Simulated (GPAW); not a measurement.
# InAs (Fm-3m) in GPAW: settings compared

Aim: see how the results for InAs move with the level of theory and the settings. Levels: SCAN, TPSS, r2SCAN. Tasks: single point.

Everything below comes from runs of GPAW 26.7.0. Logs are shortened: lines on timing, memory, paths and dates and some standing lists are left out, and cuts for length are marked. The log counts tension as positive stress, the text compression.

## 1. Starting point

It takes space group Fm-3m (No. 225, cubic). Conventional cell: a = 5.755 Å, b = 5.755 Å, c = 5.755 Å, α = 90.00°, β = 90.00°, γ = 90.00°. Around In (site symmetry m-3m) lie 6 As at 2.88 Å. As (site symmetry m-3m) is surrounded by 6 In at 2.88 Å.

Measurements of this composition are mostly on another form, of space group No. 216.

## 2. Single point, SCAN

Contents of run.py:

```python
from ase import Atoms
from ase.dft.bandgap import bandgap
from ase.io import write
from ase.units import GPa
from gpaw import GPAW, PW

atoms = Atoms(['In', 'As'],
              cell=[[0.0, 2.877304, 2.877304],
                    [2.877304, 0.0, 2.877304],
                    [2.877304, 2.877304, 0.0]],
              scaled_positions=[[0.5, 0.5, 0.5],
                                [0.0, 0.0, 0.0]],
              pbc=True)

calc = GPAW(mode=PW(600),
            xc='MGGA_X_SCAN+MGGA_C_SCAN',
            kpts={'size': (8, 8, 8), 'gamma': True},
            occupations={'name': 'fermi-dirac', 'width': 0.05},
            nbands=18,
            convergence={'density': 1e-05, 'energy': 1e-05},
            maxiter=150,
            txt='gpaw.txt')
atoms.calc = calc
energy = atoms.get_potential_energy()
forces = atoms.get_forces()
stress = atoms.get_stress()
calc.write('gs.gpw')
write('result.traj', atoms)
print(f'Energy: {energy:.6f} eV')
print('Forces (eV/A):')
print(forces.round(4))
print('Stress (GPa):', (stress / GPa).round(3))
print('Fermi level:', round(calc.get_fermi_level(), 4), 'eV')
print(f'Gap: {bandgap(calc)[0]:.4f} eV, direct: {bandgap(calc, direct=True)[0]:.4f} eV')
```

Potentials or basis: GPAW PAW data sets (gpaw-data 1.2.1), pw.

Run with:

```bash
> OMP_NUM_THREADS=1 python run.py
```

gpaw.txt:

```text
__  _  _
 | _ |_)|_||  |
 |__||  | ||/\| - 26.7.0

Input parameters:
  mode=PW(ecut=600.0),
  convergence={'density': 1e-05, 'energy': 1e-05},
  kpts=MonkhorstPack(size=(8, 8, 8), gamma=True),
  maxiter=150,
  nbands=18,
  occupations=Occupations(name='fermi-dirac', width=0.05),
  xc=XC(name='MGGA_X_SCAN+MGGA_C_SCAN')

Diagonalizing LCAO Hamiltonian
Converting LCAO to pw mode

                In

       As

Atoms  # Å, Bohr magnetons
|   | symbol |        x |        y |        z |    initial magnetic moments |
|---|--------|----------|----------|----------|-----------------------------|
| 0 |     In | 2.877304 | 2.877304 | 2.877304 | ( 0.0000,  0.0000,  0.0000) |
| 1 |     As | 0.000000 | 0.000000 | 0.000000 | ( 0.0000,  0.0000,  0.0000) |

Unit cell  # Å
| periodic |        x |        y |        z |  lengths |    angles |
|----------|----------|----------|----------|----------|-----------|
|      yes | 0.000000 | 2.877304 | 2.877304 | 4.069122 | 60.000000 |
|      yes | 2.877304 | 0.000000 | 2.877304 | 4.069122 | 60.000000 |
|      yes | 2.877304 | 2.877304 | 0.000000 | 4.069122 | 60.000000 |

Number of symmetries: 48
Symmetry operations  # r_c * U_cc + t_c -> r_c
|    | kind |            matrix            |
|----|------|------------------------------|
|  0 |  σ   |  1, 0, 0,  1, 0,-1,  1,-1, 0 |
|  1 |  C2  |  1, 0, 0,  1,-1, 0,  1, 0,-1 |
|  2 |  E   |  1, 0, 0,  0, 1, 0,  0, 0, 1 |
|  3 |  σ   |  1, 0, 0,  0, 0, 1,  0, 1, 0 |
|  4 |  C4  |  1, 0,-1,  1, 0, 0,  1,-1, 0 |
|  5 |  S6  |  1, 0,-1,  1,-1, 0,  1, 0, 0 |
|  6 |  σ   |  1, 0,-1,  0, 1,-1,  0, 0,-1 |
|  7 |  C3  |  1, 0,-1,  0, 0,-1,  0, 1,-1 |
|  8 |  S6  |  1,-1, 0,  1, 0, 0,  1, 0,-1 |
|  9 |  C4  |  1,-1, 0,  1, 0,-1,  1, 0, 0 |
| 10 |  C3  |  1,-1, 0,  0,-1, 1,  0,-1, 0 |
| 11 |  σ   |  1,-1, 0,  0,-1, 0,  0,-1, 1 |
| 12 |  σ   |  0, 1, 0,  1, 0, 0,  0, 0, 1 |
| 13 |  C4  |  0, 1, 0,  0, 1,-1, -1, 1, 0 |
| 14 |  C3  |  0, 1, 0,  0, 0, 1,  1, 0, 0 |
| 15 |  S6  |  0, 1, 0, -1, 1, 0,  0, 1,-1 |
| 16 |  C2  |  0, 1,-1,  1, 0,-1,  0, 0,-1 |
| 17 |  σ   |  0, 1,-1,  0, 1, 0, -1, 1, 0 |
| 18 |  S4  |  0, 1,-1,  0, 0,-1,  1, 0,-1 |
| 19 |  C4  |  0, 1,-1, -1, 1, 0,  0, 1, 0 |
| 20 |  C3  |  0, 0, 1,  1, 0, 0,  0, 1, 0 |
| 21 |  σ   |  0, 0, 1,  0, 1, 0,  1, 0, 0 |
| 22 |  S6  |  0, 0, 1,  0,-1, 1, -1, 0, 1 |
| 23 |  C4  |  0, 0, 1, -1, 0, 1,  0,-1, 1 |
| 24 |  S4  |  0, 0,-1,  1, 0,-1,  0, 1,-1 |
| 25 |  C3  |  0, 0,-1,  0, 1,-1,  1, 0,-1 |
| 26 |  C2  |  0, 0,-1,  0,-1, 0, -1, 0, 0 |
| 27 |  S6  |  0, 0,-1, -1, 0, 0,  0,-1, 0 |
| 28 |  S4  |  0,-1, 1,  1,-1, 0,  0,-1, 0 |
| 29 |  C4  |  0,-1, 1,  0, 0, 1, -1, 0, 1 |
| 30 |  C2  |  0,-1, 1,  0,-1, 0,  1,-1, 0 |
| 31 |  σ   |  0,-1, 1, -1, 0, 1,  0, 0, 1 |
| 32 |  C3  |  0,-1, 0,  1,-1, 0,  0,-1, 1 |
| 33 |  S6  |  0,-1, 0,  0, 0,-1, -1, 0, 0 |
| 34 |  S4  |  0,-1, 0,  0,-1, 1,  1,-1, 0 |
| 35 |  C2  |  0,-1, 0, -1, 0, 0,  0, 0,-1 |
| 36 |  C2  | -1, 1, 0,  0, 1, 0,  0, 1,-1 |
| 37 |  S6  | -1, 1, 0,  0, 1,-1,  0, 1, 0 |
| 38 |  S4  | -1, 1, 0, -1, 0, 1, -1, 0, 0 |
| 39 |  C3  | -1, 1, 0, -1, 0, 0, -1, 0, 1 |
| 40 |  S6  | -1, 0, 1,  0, 0, 1,  0,-1, 1 |
| 41 |  C2  | -1, 0, 1,  0,-1, 1,  0, 0, 1 |
| 42 |  C3  | -1, 0, 1, -1, 1, 0, -1, 0, 0 |
| 43 |  S4  | -1, 0, 1, -1, 0, 0, -1, 1, 0 |
| 44 |  C2  | -1, 0, 0,  0, 0,-1,  0,-1, 0 |
| 45 |  i   | -1, 0, 0,  0,-1, 0,  0, 0,-1 |
| 46 |  σ   | -1, 0, 0, -1, 1, 0, -1, 0, 1 |
| 47 |  C2  | -1, 0, 0, -1, 0, 1, -1, 1, 0 |

BZ-sampling:
  Number of BZ points: 512
  Number of IBZ points: 29

  Monkhorst-Pack size: [8, 8, 8]
  Monkhorst-Pack shift: [0.0625, 0.0625, 0.0625]

K-points  # in reciprocal-cell coordinates
|     |                                coordinates |     weight |
|-----|--------------------------------------------|------------|
|   0 | (  0.00000000,   0.00000000,   0.00000000) | 0.00195312 |
|   1 | (  0.12500000,   0.12500000,   0.00000000) | 0.01171875 |
|   2 | (  0.12500000,   0.12500000,   0.12500000) | 0.01562500 |
|   3 | (  0.25000000,   0.12500000,   0.12500000) | 0.02343750 |
|   4 | (  0.25000000,   0.25000000,   0.00000000) | 0.01171875 |
|   5 | (  0.25000000,   0.25000000,   0.12500000) | 0.04687500 |
|   6 | (  0.25000000,   0.25000000,   0.25000000) | 0.01562500 |
|   7 | (  0.37500000,   0.25000000,  -0.37500000) | 0.04687500 |
|   8 | (  0.37500000,   0.25000000,   0.12500000) | 0.04687500 |
|   9 | (  0.37500000,   0.25000000,   0.25000000) | 0.04687500 |
| ... |                                            |            |
|  28 | (  0.50000000,   0.50000000,   0.50000000) | 0.00781250 |

Plane wave coefficients: 1639
Cutoff: 600.0 eV

Spin-components: 1 (collinear spins)
Bands:           18
Projectors:      11
Spin-degeneracy: 2
Datatype:        complex128

Parallelization:
  kpt:    1
  domain: 1
  band:   1

Density:
  Valence electrons: 18.0
  Components: 1
  Grid points: [24 24 24]
  Charge: 0.0  # |e|

Potential:
  Grid points: [24 24 24]

species:
  In:
    name:    Indium
    Z:       49.0
    valence: 13
    core:    36
    charge:  0.0  # [|e|]
    compensation charges:
      type: gauss
      rc: 0.36  # [Å]
      lmax: 2
    cutoffs:
      filter: 2.09  # [Å]
      core: 2.48  # [Å]
    projectors
    | kind |    occ | energy [eV] | rcut [Å] |
    |------|--------|-------------|----------|
    |   5s |  2.000 |      -8.203 |    1.185 |
    |   5p |  1.000 |      -2.521 |    1.244 |
    |   4d | 10.000 |     -18.629 |    1.148 |
    |    s |        |      19.008 |    1.185 |
    |    p |        |      24.691 |    1.244 |
    |    d |        |       8.583 |    1.148 |

    Using partial waves for In as LCAO basis

  As:
    name:    Arsenic
    Z:       33.0
    valence: 5
    core:    28
    charge:  0.0  # [|e|]
    compensation charges:
      type: gauss
      rc: 0.33  # [Å]
      lmax: 2
    cutoffs:
      filter: 1.87  # [Å]
      core: 2.96  # [Å]
    projectors
    | kind |    occ | energy [eV] | rcut [Å] |
    |------|--------|-------------|----------|
    |   4s |  2.000 |     -14.487 |    1.058 |
    |   4p |  3.000 |      -5.196 |    1.058 |
    |    s |        |      12.725 |    1.058 |
    |    p |        |      22.016 |    1.058 |
    |    d |        |       0.000 |    1.058 |

    Using partial waves for As as LCAO basis

Reference energy: -221478.393260  # eV

eigensolver:
  PPCG
  Converge bands: occupied
  niter=2

density mixing:
  MSR1-Mixer
  Pratt-step length: 0.05
  Maximum mixing coefficient: 0.75
  Old densities: 10
  SVD Regularization: 0.005
  Good broyden scale: 1.0
  Trust region scale: 1.0
  Backstep threshold: 4.0
  History deletion threshold: 6.0
  Fourier metric: weight=20.0, sigma=0.015

occupation numbers:
  Fermi-Dirac:
    width: 0.0500  # eV

poisson solver:
  ecut: 4800.0  # eV

xc functional:
  name: MGGA_X_SCAN+MGGA_C_SCAN with 2 nearest neighbor stencil

convergence criteria:
[... 6 lines left out ...]
|iter     | |      energy | eigst |  dens |
|---------|-|-------------|-------|-------|
|iter:   1| |  -48.806215 | -0.40 |       |
|iter:   2| |  -47.005081 | -1.39 | -1.33 |
|iter:   3| |  -47.003910 | -1.64 | -1.35 |
|iter:   4| |  -47.017711 | -2.50 | -1.89 |
|iter:   5| |  -47.022148 | -3.06 | -2.17 |
|iter:   6| |  -47.022712 | -4.33 | -2.52 |
|iter:   7| |  -47.022748 | -5.86 | -3.40 |
|iter:   8| |  -47.022749c| -6.53 | -3.91 |
|iter:   9| |  -47.022751c| -7.71c| -4.42 |
|iter:  10| |  -47.022750c| -8.16c| -5.36c|

Converged in 10 steps
Energy contributions relative to reference atoms: (reference = -221478.393260)

Energy contributions:
  Kinetic:          24.297156
  Coulomb:         -22.229124
  Zero:             -0.002792
  External:          0.000000
  Xc:              -49.081947
  Entropy:          -0.012085
  Spinorbit:         0.000000
  ----------------------------
  Free energy:     -47.028793
  Extrapolated:    -47.022750

dipole moment: (-19.101172, -19.101172, -19.101172)  # |e|*Ang

Fermi level: 6.152
Eigenvalues  # (at kpt = [0.000, 0.000, 0.000])
| band index |      eig [eV] | occ [0-2] |
|------------|---------------|-----------|
|          0 |        -8.577 |     2.000 |
|        ... |               |           |
|          2 |        -8.530 |     2.000 |
|          3 |        -8.530 |     2.000 |
|          4 |        -8.530 |     2.000 |
|          5 |        -6.436 |     2.000 |
|          6 |         5.635 |     2.000 |
|          7 |         5.877 |     1.992 |
[... 8 lines left out ...]
|         16 |        15.704 |     0.000 |
|         17 |        16.798 |     0.000 |

No gap
No difference between direct/indirect transitions

Forces  # eV/Ang
|        x |       y |       z |
|----------|---------|---------|
| -0.00000 | 0.00000 | 0.00000 |  # In   0
| -0.00000 | 0.00000 | 0.00000 |  # As   1

Stress tensor  # eV/Ang^3
|         x |        y |         z |
|-----------|----------|-----------|
|  0.017847 | 0.000000 | -0.000000 |
|  0.000000 | 0.017847 |  0.000000 |
| -0.000000 | 0.000000 |  0.017847 |

# Writing to gs.gpw (mode='')
```

Wall time 57 s (1 thread of Arm Neoverse V1, shared host); peak memory 0.29 GiB.

What came out:

| Property | Result |
| --- | --- |
| Free energy | -47.0288 eV |
| Pressure | -2.9 GPa |
| Band gap on the k mesh | none (metal or under the smearing width) |

Caveat: the PAW data sets were made with another functional, which shifts forces and pressure a little.

## 3. Single point, TPSS

run.py: that of step 2 with these lines changed.

```diff
@@ -15,3 +15,3 @@
 calc = GPAW(mode=PW(600),
-            xc='MGGA_X_SCAN+MGGA_C_SCAN',
+            xc='MGGA_X_TPSS+MGGA_C_TPSS',
             kpts={'size': (8, 8, 8), 'gamma': True},
@@ -20,2 +20,3 @@
             convergence={'density': 1e-05, 'energy': 1e-05},
+            eigensolver='davidson',
             maxiter=150,
```

Potentials or basis: GPAW PAW data sets (gpaw-data 1.2.1), pw.

Run with:

```bash
> OMP_NUM_THREADS=1 python run.py
```

It took 79 s on 1 thread of Arm Neoverse V1, shared host; peak memory 0.29 GiB.

It converged, with:

```
Free energy            : -20.8689 eV
Pressure               : -1.7 GPa
Band gap on the k mesh : none (metal or under the smearing width)
```

Levels at points of the mesh, in eV from the Fermi level:
```
           k point  band 5  band 6  band 7  band 8  band 9  band 10  band 11  band 12  band 13  band 14
(0.00, 0.00, 0.00)  -14.30  -12.26   -0.57   -0.22   -0.22    -0.22     7.25     7.25     7.25     7.58
(0.50, 0.50, 0.00)  -14.22   -9.68   -4.81   -2.85   -2.27    -2.27     3.76     9.29     9.29    10.02
(0.50, 0.50, 0.50)  -14.24  -10.60   -6.54    0.15    0.15     2.08     3.34     3.34     4.46    10.52
```

Caveat: the PAW data sets were made with another functional, which shifts forces and pressure a little.

## 4. Single point, r2SCAN

run.py: that of step 3 with these lines changed.

```diff
@@ -15,3 +15,3 @@
 calc = GPAW(mode=PW(600),
-            xc='MGGA_X_TPSS+MGGA_C_TPSS',
+            xc='MGGA_X_R2SCAN+MGGA_C_R2SCAN',
             kpts={'size': (8, 8, 8), 'gamma': True},
@@ -20,3 +20,2 @@
             convergence={'density': 1e-05, 'energy': 1e-05},
-            eigensolver='davidson',
             maxiter=150,
```

Run with:

```bash
> OMP_NUM_THREADS=1 python run.py
```

Run time: 90 s. Hardware: 1 thread of Arm Neoverse V1, shared host; peak memory 0.29 GiB.

The run converged. Its results:

```yaml
Free_energy: -30.4585 eV
Pressure: -2.5 GPa
Band_gap_on_the_k_mesh: none (metal or under the smearing width)
```

Levels at points of the mesh, in eV from the Fermi level:
```tsv
k point	band 5	band 6	band 7	band 8	band 9	band 10	band 11	band 12	band 13	band 14
(0.00, 0.00, 0.00)	-14.83	-12.61	-0.31	-0.31	-0.31	-0.28	7.61	7.61	7.61	7.98
(0.50, 0.50, 0.00)	-14.75	-9.93	-4.89	-2.85	-2.39	-2.39	4.25	9.80	9.80	10.75
(0.50, 0.50, 0.50)	-14.78	-10.88	-6.72	0.10	0.10	2.52	3.49	3.49	4.79	11.41
```

Caveat: the PAW data sets were made with another functional, which shifts forces and pressure a little.

## 5. Summary

| level | eigensolver | gap on the mesh (eV) | pressure (GPa) |
| --- | --- | --- | --- |
| SCAN | - | none | -2.9 |
| TPSS | davidson | none | -1.7 |
| r2SCAN | - | none | -2.5 |

Alike in all rows: task single point; potentials or basis GPAW PAW data sets (gpaw-data 1.2.1), pw; no spin polarisation; cell as given; k mesh 8 × 8 × 8; cutoff (eV) 600; smearing fermi-dirac 0.05 eV.

Every run on the cell as given and a fine mesh finds a metal. The pressure there spans -2.9 GPa (SCAN) to -1.7 GPa (TPSS); a positive pressure means that this level wants a larger cell, a negative one a smaller.

Caveats: the PAW data sets were made with another functional, which shifts forces and pressure a little.

Absolute energies hang on the potentials; compare differences alone.
